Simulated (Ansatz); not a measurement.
HgTe (Coloradoite) under changes of volume

One of the cells (33.215 Å³/atom); the others are scaled copies at fixed shape and fractional positions:

```
Hg Te
1.0
     0.00000    3.21450    3.21450
     3.21450    0.00000    3.21450
     3.21450    3.21450    0.00000
Hg Te
1 1
Direct
  0.00000 0.00000 0.00000
  0.75000 0.75000 0.75000
```

| Property | Result |
| --- | --- |
| Program | Ansatz 0.2.0 |
| Functional | PBE0 |
| Potentials or basis | Ansatz PAW |
| Cutoff | 420 eV (not typed: the program's choice for these potentials) |
| k mesh | 4 × 4 × 4 |
| Occupations | fermi-dirac, width 0.05 eV |
| Spin | no spin polarisation |

| volume (Å³/atom) | energy over the lowest point (meV/atom) | pressure (GPa) | gap on the mesh (eV) |
| --- | --- | --- | --- |
| 31.223 | 82.78 | 7.1 | 0.92 |
| 31.887 | 56.33 | 5.7 | 0.85 |
| 32.551 | ? | ? | ? |
| 33.215 | 20.20 | 3.1 | 0.72 |
| 33.880 | 9.47 | 2.1 | 0.65 |
| 34.544 | 2.86 | 1.1 | 0.59 |
| 35.208 | 0.00 | 0.3 | 0.53 |

**Question.** What does the run at 32.551 Å³/atom give?

**Answer.** Energy over the lowest point 35.66 meV/atom; pressure 4.3 GPa; gap on the mesh 0.78 eV.

Worked out: A Birch-Murnaghan fit of order 3 (a polynomial in V^(-2/3)) to the other rows has its minimum at 35.43 Å³/atom, just outside them, with B0 = V·E''(V) = 42 GPa and B' = 4.9. It gives 35.67 meV/atom at 32.551 Å³/atom, against the run's 35.66, and -dE/dV = 4.3 GPa, against 4.3. A straight line through the other rows of the gap, of slope -3.25 eV per unit of ln V (its deformation potential), gives 0.78 eV, against the run's 0.78.

Energies are extrapolated to zero smearing.

Caveats: some runs use coarse meshes; spin-orbit coupling is left out, which moves the levels of the heavy elements; the PAW data sets come from PBE, with cores solved anew for the run's functional, which leaves a small shift of forces and pressure; the thresholds are loose for stress.
